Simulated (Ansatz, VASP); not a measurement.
**I: VASP beside Ansatz**

Contents of INCAR:

```
SYSTEM = I
  ALGO = Normal
  EDIFF = 1E-6
  ENCUT = 520
  GGA = PS
  ISIF = 2
  ISMEAR = -1
  LASPH = .TRUE.
  LCHARG = .FALSE.
  LREAL = .FALSE.
  LWAVE = .FALSE.
  NBANDS = 10
  NELM = 80
  PREC = Accurate
  SIGMA = 0.05
```

Contents of KPOINTS:

```
k-points
0
G
  9 9 9
  0 0 0
```

Contents of POSCAR:

```
I
1.0
    0.0000000000      2.3336289500      3.8569979773
    2.1626168959      0.0000000000      3.8569979773
    2.1626168959      2.3336289500      0.0000000000
I
1
Direct
    0.0000000000      0.0000000000      0.0000000000
```

File input.yaml:

```yaml
crystal:
  lattice:
    - [0.0, 2.33362895, 3.8569979773]
    - [2.1626168959, 0.0, 3.8569979773]
    - [2.1626168959, 2.33362895, 0.0]
  atoms:
    - { symbol: I, position: [0.0, 0.0, 0.0] }
hamiltonian:
  xc: pbesol
  pseudopotentials: { kind: paw }
kpoints:
  mp_grid: { grid: [9, 9, 9] }
scf:
  occupations: { method: fermi_dirac, width: 0.05 }
output:
  forces: true
  stress: true
  eigenvalues: true
```

Alike in both runs: task single point; functional PBEsol; k mesh 9 × 9 × 9; occupations fermi-dirac, width 0.05 eV; no spin polarisation.

|  | VASP | Ansatz |
| --- | --- | --- |
| version | VASP 6.6.1 | Ansatz 0.2.0 |
| potentials or method | VASP PAW PBE potentials, release 64 (I) | Ansatz PAW |
| plane-wave cutoff (eV) | 520 | 420 |
| valence electrons in the cell | 7 | 17 |

Ansatz gave:

* gap on the k mesh at the Fermi level (eV): none
* pressure (GPa): -0.4
* largest component of the traceless stress (GPa): 0.06

What did VASP give for the same quantities?

gap on the k mesh at the Fermi level (eV): none; pressure (GPa): -0.4; largest component of the traceless stress (GPa): 0.07.

A gap of «none» marks a metal or a gap that the smearing closes. The two sets of potentials don't hold the same shells in valence.

Caveats: an odd number of electrons without spin polarisation forces a metal; a magnetic or distorted state may lie lower; the PAW data sets were made with another functional, which shifts forces and pressure a little (VASP); the PAW data sets come from PBE, with cores solved anew for the run's functional, which leaves a small shift of forces and pressure (Ansatz). The runs have no spin-orbit coupling, so splittings on I are missing.
